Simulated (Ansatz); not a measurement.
## Pb under changes of volume

One of the cells (30.323 Å³/atom); the others are scaled copies at fixed shape and fractional positions:

```
Pb
1.0
     0.00000    2.47502    2.47502
     2.47502    0.00000    2.47502
     2.47502    2.47502    0.00000
Pb
1
Direct
  0.00000 0.00000 0.00000
```

| Property | Result |
| --- | --- |
| Program | Ansatz 0.2.0 |
| Functional | LDA |
| Potentials or basis | all-electron LAPW, scalar-relativistic |
| Cutoff | 154 eV (chosen from the basis error) |
| Basis error allowed | 0.001 eV/atom |
| k mesh | 9 × 9 × 9 |
| Occupations | gaussian, width 0.15 eV |
| Spin | no spin polarisation |

| volume (Å³/atom) | energy over the lowest point (meV/atom) | pressure (GPa) |
| --- | --- | --- |
| 28.503 | ? | ? |
| 29.110 | 0.00 | -0.2 |
| 29.716 | 2.82 | -1.2 |
| 30.323 | 9.36 | -2.2 |
| 30.929 | 19.13 | -2.9 |
| 31.535 | 31.69 | -3.7 |
| 32.142 | 46.72 | -4.3 |

Question: What does the run at 28.503 Å³/atom give?

Answer: Energy over the lowest point 1.46 meV/atom; pressure 1.0 GPa.

Worked out: A Birch-Murnaghan fit of order 3 (a polynomial in V^(-2/3)) to the other rows has its minimum at 29.00 Å³/atom, just outside them, with B0 = V·E''(V) = 55 GPa and B' = 5.6. It gives 1.45 meV/atom at 28.503 Å³/atom, against the run's 1.46, and -dE/dV = 1.0 GPa, against 1.0.

Energies are extrapolated to zero smearing.
